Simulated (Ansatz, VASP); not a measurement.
## Two plane-wave programs on HfO2

```
CELL_PARAMETERS angstrom
0.00000 2.44248 2.44248
2.44248 0.00000 2.44248
2.44248 2.44248 0.00000
ATOMIC_POSITIONS crystal
Hf 0.00000 0.00000 0.00000
O 0.25000 0.25000 0.25000
O 0.75000 0.75000 0.75000
```

Alike in both runs: task single point; functional PBE; k mesh 8 × 8 × 8; occupations gaussian, width 0.02 eV; no spin polarisation.

|  | VASP | Ansatz |
| --- | --- | --- |
| version | VASP 6.6.1 | Ansatz 0.2.0 |
| potentials or method | VASP PAW PBE potentials, release 64 (Hf_pv, O) | scalar-relativistic, plane waves, PAW |
| plane-wave cutoff (eV) | 520 | 420 |
| valence electrons in the cell | 22 | 38 |

|  | VASP | Ansatz | Ansatz less VASP |
| --- | --- | --- | --- |
| gap on the k mesh at the Fermi level (eV) | 4.10 | 4.05 | -0.052 |
| least direct gap on the mesh (eV) | 4.10 | 4.05 | -0.052 |

The two sets of potentials don't hold the same shells in valence.

Caveats: spin-orbit coupling is left out, which moves the levels of the heavy elements. A k mesh can miss the band edges.
